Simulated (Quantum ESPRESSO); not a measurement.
HgTe (Coloradoite):

```
Hg Te
1.0
     0.00000    3.21450    3.21450
     3.21450    0.00000    3.21450
     3.21450    3.21450    0.00000
Hg Te
1 1
Direct
  0.00000 0.00000 0.00000
  0.75000 0.75000 0.75000
```

Base run:

- Program: Quantum ESPRESSO 7.5
- Functional: vdW-DF-cx
- Potentials or basis: PseudoDojo 0.4.1 SR PBE standard
- Cutoff: 1088 eV
- Density cutoff: 4354 eV
- k mesh: 7 × 7 × 7
- Occupations: fermi-dirac, width 0.05 eV
- Spin: no spin polarisation

Its results: band gap on the k mesh none (metal or under the smearing width); pressure 2.3 GPa.

**Question.** The run is repeated on the same cell with these changes: functional from vdW-DF-cx to revPBE. What comes out?

**Answer.** Band gap on the k mesh none (metal or under the smearing width); pressure 5.9 GPa.

Caveats: the potentials were made for another functional, which shifts forces and pressure.

Not every run made on this cell is shown here.
